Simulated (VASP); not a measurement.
# Ti (Pm-3m) in VASP: further runs

The runs below take Ti through relaxation of cell and atoms, single point, with PBE.

All numbers are computed with VASP 6.6.1; they aren't measurements. Logs are shortened: lines on timing, memory, paths and dates and some standing lists are left out, and cuts for length are marked.

## Step 1: The cell of the first run

It takes space group Pm-3m (No. 221, cubic). Conventional cell: a = 3.908 Å, b = 3.908 Å, c = 3.908 Å, α = 90.00°, β = 90.00°, γ = 90.00°. Around Ti (site symmetry 4/mmm) lie 8 Ti at 2.76 Å.

The cell was built by a generator and needn't be a form met in nature.

## Step 2: Relaxation of cell and atoms, PBE (random cell by space group and Wyckoff sites (Pm-3m, No. 221))

The input, INCAR:

```
SYSTEM = Ti
ALGO     = Fast           ! electronic algorithm
EDIFF    = 1E-6           ! SCF threshold, eV
EDIFFG   = -0.01          ! ionic threshold
ENCUT    = 600            ! plane-wave cutoff, eV
GGA      = PE             ! functional
IBRION   = 2              ! ionic algorithm
ISIF     = 3              ! what is computed and relaxed
ISMEAR   = 0              ! smearing method
LASPH    = .True.         ! aspherical terms in the spheres
LCHARG   = .False.        ! write CHGCAR
LREAL    = .False.        ! projectors in reciprocal space
LWAVE    = .False.        ! write WAVECAR
NELM     = 60             ! most SCF steps
NSW      = 100            ! ionic steps
PREC     = Accurate       ! precision mode
SIGMA    = 0.1            ! smearing width, eV
```

The input, KPOINTS:

```
k-points
0
Gamma
  12 12 12
  0 0 0
```

The input, POSCAR:

```
Ti
1.0
    3.9080827642      0.0000000000      0.0000000000
    0.0000000000      3.9080827642      0.0000000000
    0.0000000000      0.0000000000      3.9080827642
Ti
3
Direct
    0.5000000000      0.0000000000      0.0000000000
    0.0000000000      0.5000000000      0.0000000000
    0.0000000000      0.0000000000      0.5000000000
```

Potentials or basis: VASP PAW PBE potentials, release 64 (Ti_sv).

Launch:

```sh
$ cat potpaw_PBE.64/Ti_sv/POTCAR > POTCAR
$ mpirun -np 1 vasp_std > vasp.out
```

OUTCAR:

```text
SYSTEM = Ti
   EDIFF = 1E-6
   EDIFFG = -0.01
   ENCUT = 600
   GGA = PE
   IBRION = 2
   ISIF = 3
   ISMEAR = 0
   LASPH = .True.
   LREAL = .False.
   NELM = 60
   NSW = 100
   PREC = Accurate

 ion  position               nearest neighbor table
   1  0.500  0.000  0.000-   2 2.76   3 2.76   3 2.76   2 2.76   2 2.76   3 2.76   3 2.76   2 2.76

   2  0.000  0.500  0.000-   1 2.76   3 2.76   3 2.76   1 2.76   3 2.76   3 2.76   1 2.76   1 2.76

   3  0.000  0.000  0.500-   1 2.76   2 2.76   1 2.76   2 2.76   2 2.76   2 2.76   1 2.76   1 2.76

  LATTYP: Found a simple cubic cell.
 ALAT       =     3.9080827642

  Lattice vectors:

 A1 = (   3.9080827642,   0.0000000000,   0.0000000000)
 A2 = (   0.0000000000,   3.9080827642,   0.0000000000)
 A3 = (   0.0000000000,   0.0000000000,   3.9080827642)

Analysis of symmetry for initial positions (statically):
=====================================================================
 Subroutine PRICEL returns:
 Original cell was already a primitive cell.

 Routine SETGRP: Setting up the symmetry group for a
 simple cubic supercell.

 Subroutine GETGRP returns: Found 48 space group operations
 (whereof 48 operations were pure point group operations)
 out of a pool of 48 trial point group operations.

The static configuration has the point symmetry O_h .

Analysis of symmetry for dynamics (positions and initial velocities):
=====================================================================
 Subroutine PRICEL returns:
 Original cell was already a primitive cell.

 Routine SETGRP: Setting up the symmetry group for a
 simple cubic supercell.

 Subroutine GETGRP returns: Found 48 space group operations
 (whereof 48 operations were pure point group operations)
 out of a pool of 48 trial point group operations.

The dynamic configuration has the point symmetry O_h .

 Subroutine INISYM returns: Found 48 space group operations
 (whereof 48 operations are pure point group operations),
 and found     1 'primitive' translations

----------------------------------------------------------------------------------------

                                     Primitive cell

  volume of cell :      59.6886

  direct lattice vectors                    reciprocal lattice vectors
     3.908082764  0.000000000  0.000000000     0.255879944  0.000000000  0.000000000
     0.000000000  3.908082764  0.000000000     0.000000000  0.255879944  0.000000000
     0.000000000  0.000000000  3.908082764     0.000000000  0.000000000  0.255879944

  length of vectors
     3.908082764  3.908082764  3.908082764     0.255879944  0.255879944  0.255879944

  position of ions in fractional coordinates (direct lattice)
     0.500000000  0.000000000  0.000000000
     0.000000000  0.500000000  0.000000000
     0.000000000  0.000000000  0.500000000

  ion indices of the primitive-cell ions
   primitive index   ion index
                 1           1
                 2           2
                 3           3

----------------------------------------------------------------------------------------

 KPOINTS: k-points

Automatic generation of k-mesh.
 Grid dimensions read from file:
 generate k-points for:   12   12   12

 Generating k-lattice:

  Cartesian coordinates                     Fractional coordinates (reciprocal lattice)
     0.021323329  0.000000000  0.000000000     0.083333333  0.000000000  0.000000000
     0.000000000  0.021323329  0.000000000     0.000000000  0.083333333  0.000000000
     0.000000000  0.000000000  0.021323329     0.000000000  0.000000000  0.083333333

  Length of vectors
     0.021323329  0.021323329  0.021323329

  Shift w.r.t. Gamma in fractional coordinates (k-lattice)
     0.000000000  0.000000000  0.000000000

 Subroutine IBZKPT returns following result:
 ===========================================

 Found     84 irreducible k-points:

 Following reciprocal coordinates:
            Coordinates               Weight
  0.000000  0.000000  0.000000      1.000000
  0.083333  0.000000  0.000000      6.000000
  0.166667  0.000000  0.000000      6.000000
  0.250000  0.000000  0.000000      6.000000
  0.333333  0.000000  0.000000      6.000000
  0.416667  0.000000  0.000000      6.000000
[... 16 lines left out ...]
  0.333333  0.333333  0.000000     12.000000
  0.416667  0.333333  0.000000     24.000000
 [... further k-points ...]
   k-points           NKPTS =     84   k-points in BZ     NKDIM =     84   number of bands    NBANDS=     22
   number of dos      NEDOS =    301   number of ions     NIONS =      3
   total plane-waves  NPLWV =  32768
   dimension x,y,z NGX =    32 NGY =   32 NGZ =   32
   dimension x,y,z NGXF=    64 NGYF=   64 NGZF=   64
   ions per type =               3
   NGX,Y,Z   is equivalent  to a cutoff of  13.61, 13.61, 13.61 a.u.
   NGXF,Y,Z  is equivalent  to a cutoff of  27.22, 27.22, 27.22 a.u.
 SYSTEM =  Ti
   PREC   = accura    normal or accurate (medium, high low for compatibility)
   ISTART =      0    job   : 0-new  1-cont  2-samecut
   ICHARG =      2    charge: 1-file 2-atom 10-const
   ISPIN  =      1    spin polarized calculation?
   LNONCOLLINEAR =      F non collinear calculations
   LSORBIT =      F    spin-orbit coupling
   LASPH  =      T    aspherical Exc in radial PAW
   ENCUT  =  600.0 eV  44.10 Ry    6.64 a.u.   7.81  7.81  7.81*2*pi/ulx,y,z
   NELM   =     60;   NELMIN=  2; NELMDL= -5     # of ELM steps
   EDIFF  = 0.1E-05   stopping-criterion for ELM
   LREAL  =      F    real-space projection
   EDIFFG = -.1E-01   stopping-criterion for IOM
   NSW    =    100    number of steps for IOM
   IBRION =      2    ionic relax: 0-MD 1-quasi-New 2-CG
   NFREE  =      1    steps in history (QN), initial steepest desc. (CG)
   ISIF   =      3    stress and relaxation
   ISYM   =      2    0-nonsym 1-usesym 2-fastsym
   POTIM  = 0.5000    time-step for ionic-motion
   TEBEG  =    0.0;   TEEND  =   0.0 temperature during run
   PSTRESS=    0.0 pullay stress
   NELECT =      36.0000    total number of electrons
   NUPDOWN=      -1.0000    fix difference up-down
   EMIN   =  10.00;   EMAX   =-10.00  energy-range for DOS
   EFERMI =   0.00;   METHOD = LEGACY
   ISMEAR =     0;   SIGMA  =   0.10  broadening in eV -4-tet -1-fermi 0-gaus
   EFERMI_NEDOS =   21; number of points for ismear=-14 and -15
   IALGO  =     68    algorithm
   IMIX   =      4    mixing-type and parameters
     AMIX     =   0.40;   BMIX     =  1.00
     AMIX_MAG =   1.60;   BMIX_MAG =  1.00
  volume/ion in A,a.u.               =      19.90       134.27
  Fermi-wavevector in a.u.,A,eV,Ry     =   1.383180  2.613830 26.030474  1.913186
  Thomas-Fermi vector in A             =   2.507802
   LORBIT       =      0    0 simple, 1 ext, 2 COOP (PROOUT), +10 PAW based schemes
   GGA     = PE    functional components
   LHFCALC =     F    Hartree Fock is set to
   AEXX    =    0.0000 exact exchange contribution
   IVDW    =     0    specifies the selected vdW correction
   LEPSILON=     F    determine dielectric tensor
   LRPA    =     F    only Hartree local field effects (RPA)
 conjugate gradient relaxation of ions
 non-spin polarized calculation
 RMM-DIIS sequential band-by-band and
 Gauss-broadening in eV      SIGMA  =   0.10
  energy-cutoff  :      600.00
  volume of cell :       59.69
 maximum number of plane-waves:      2012
 NGX is ok and might be reduce to    32
   NGX = 15   NGY = 15   NGZ = 15

--------------------------------------- Ionic step        1  -------------------------------------------

 number of electron      36.0000007 magnetization

 Free energy of the ion-electron system (eV)
  ---------------------------------------------------
  ext. energy  EPLUGINS =         0.00000000
  ---------------------------------------------------
  free energy    TOTEN  =       -21.15962902 eV

  energy without entropy =      -21.13343181  energy(sigma->0) =      -21.14653042

------------------------ aborting loop EDIFF was not reached (unconverged)  ----------------------------

  FORCE on cell =-STRESS in cart. coord.  units (eV):
  Direction    XX          YY          ZZ          XY          YZ          ZX
  --------------------------------------------------------------------------------------
  -------------------------------------------------------------------------------------
  Total       -0.0714887     -0.0714887     -0.0714887      0.0000000      0.0000000      0.0000000
  in kB       -1.9189192     -1.9189192     -1.9189192      0.0000000      0.0000000      0.0000000
  external PRESSURE =      -1.9189192 kB  Pullay stress =       0.0000000 kB

 VOLUME and BASIS-vectors are now :
 -----------------------------------------------------------------------------
  energy-cutoff  :      600.00
  volume of cell :       59.69
      direct lattice vectors                 reciprocal lattice vectors
     3.908082764  0.000000000  0.000000000     0.255879944  0.000000000  0.000000000
     0.000000000  3.908082764  0.000000000     0.000000000  0.255879944  0.000000000
     0.000000000  0.000000000  3.908082764     0.000000000  0.000000000  0.255879944
[... 235 lines left out ...]
  energy  without entropy=      -21.1336237527  energy(sigma->0) =      -21.14668071

--------------------------------------- Ionic step        8  -------------------------------------------

 number of electron      36.0000010 magnetization

 Free energy of the ion-electron system (eV)
  ---------------------------------------------------
  ext. energy  EPLUGINS =         0.00000000
  ---------------------------------------------------
  free energy    TOTEN  =       -21.15974031 eV

  energy without entropy =      -21.13362363  energy(sigma->0) =      -21.14668197

 E-fermi :   6.7038     XC(G=0): -10.7091

 val. band max:        6.7024884114   @ k =   0.4167   0.4167   0.2500
 cond. band min:       6.7046771144   @ k =   0.4167   0.4167   0.0833
 fundamental gap:      0.0021887031
 Fermi energy:         6.7037701752

 k-point     1 :       0.0000    0.0000    0.0000
  band No.  band energies     occupation
      1     -49.8873      2.00000
      2     -49.6673      2.00000
      3     -49.6673      2.00000
      4     -26.3855      2.00000
      5     -26.3855      2.00000
      6     -26.3855      2.00000
[... 574 lines left out ...]
      6     -26.1553      2.00000
[... 14 lines left out ...]
     21       7.2815      0.00000
     22       8.1010      0.00000

 [... further k-points ...]

------------------------ aborting loop because EDIFF is reached ----------------------------------------

  FORCE on cell =-STRESS in cart. coord.  units (eV):
  Direction    XX          YY          ZZ          XY          YZ          ZX
  --------------------------------------------------------------------------------------
  -------------------------------------------------------------------------------------
  Total        0.0209409      0.0209409      0.0209409     -0.0000000      0.0000000     -0.0000000
  in kB        0.5640935      0.5640935      0.5640935     -0.0000000      0.0000000     -0.0000000
  external PRESSURE =       0.5640935 kB  Pullay stress =       0.0000000 kB
[... 18 lines left out ...]
  FREE ENERGIE OF THE ION-ELECTRON SYSTEM (eV)
  ---------------------------------------------------
  free  energy   TOTEN  =       -21.1597403090 eV

  energy  without entropy=      -21.1336236337  energy(sigma->0) =      -21.14668197

 reached required accuracy - stopping structural energy minimisation
```

Run time: 35 min. Hardware: 1 thread of AMD EPYC 7R43 (Zen 3), shared host; peak memory 0.21 GiB.

What came out:

```yaml
Free_energy: -21.1597 eV
Relaxed_volume: 19.83 Å³/atom
Relaxed_cell: a = 3.903 Å, b = 3.903 Å, c = 3.903 Å, α = 90.00°, β = 90.00°, γ = 90.00°
Space_group_after_relaxing_to_0.05_Å: Pm-3m (No. 221)
Energy_gained_by_relaxing: 0.0 meV/atom
Ionic_steps: 8
Pressure_after_relaxing: 0.1 GPa
Band_gap_on_the_k_mesh: none (metal or under the smearing width)
```

Step by step:
| step | energy change (eV) | largest force (eV/Å) | pressure (GPa) | volume (Å³) |
| --- | --- | --- | --- | --- |
| 1 | 0.0000 | 0.0000 | -0.19 | 59.69 |
| 2 | -0.0001 | 0.0000 | -0.18 | 59.48 |
| 3 | 0.0016 | 0.0000 | 0.70 | 58.87 |
| 4 | 0.0000 | 0.0000 | 0.38 | 59.36 |
| 5 | -0.0001 | 0.0000 | 0.17 | 59.44 |
| 6 | -0.0001 | 0.0000 | 0.10 | 59.46 |
| 7 | -0.0001 | 0.0000 | 0.10 | 59.47 |
| 8 | -0.0001 | 0.0000 | 0.06 | 59.48 |

Final structure:
```
CELL_PARAMETERS angstrom
3.90348 0.00000 0.00000
0.00000 3.90348 0.00000
0.00000 0.00000 3.90348
ATOMIC_POSITIONS crystal
Ti 0.50000 0.00000 0.00000
Ti 0.00000 0.50000 0.00000
Ti 0.00000 0.00000 0.50000
```

(Continued in part 2 of 2.)
